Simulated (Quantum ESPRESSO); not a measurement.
Runs of Quantum ESPRESSO 7.5 on Si2W. It takes space group I4/mmm (No. 139, tetragonal). The conventional cell has a = 3.214 Å, b = 3.214 Å, c = 7.830 Å, α = 90.00°, β = 90.00°, γ = 90.00°. W (site symmetry 4/mmm) has 10 Si at 2.62 Å as nearest neighbours. Around Si (site symmetry 4mm) lie 5 Si at 2.59 to 2.63 Å and 5 W at 2.62 Å. 

```csv
task,level,potentials or basis,k mesh,cutoff (eV),smearing,k mesh for the Wannier functions,iterations,form of the LDA correlation,mesh quality,gap on the mesh (eV),pressure (GPa),largest force (eV/Å)
Wannier functions,PBE,GBRV 1.5 PBE,9 × 9 × 9,612,fermi-dirac 0.05 eV,7 × 7 × 7,-,-,coarse,none,(c),(b)
energy-loss spectrum,PBEsol,PseudoDojo 0.4.1 SR PBEsol standard,"4 × 4 × 4, shifted",1007,cold 0.272 eV,-,200,-,coarse,none,-1.4,0.20
band structure,PBEsol,GBRV 1.5 PBEsol,12 × 12 × 12,762,fermi-dirac 0.05 eV,-,-,-,not flagged,none,-1.9,0.03
band structure,LDA,GBRV 1.5 LDA,12 × 12 × 12,762,fermi-dirac 0.05 eV,-,-,PZ81,not flagged,none,(a),0.04
```

Alike in all rows: no spin polarisation; cell as given.

Estimate the missing entries.

(a) -5.6; (b) 0.05; (c) 2.5.

Caveats: some runs use coarse meshes; the Wannier minimisation didn't converge (some runs); the Lanczos chain is short for so many electrons, so humps in the spectrum may be artefacts (some runs).

A k mesh can miss the band edges, and the runs leave out spin-orbit coupling on W.

A gap of «none» marks a metal or a gap under the smearing width.

Not every run made on this cell is shown here.
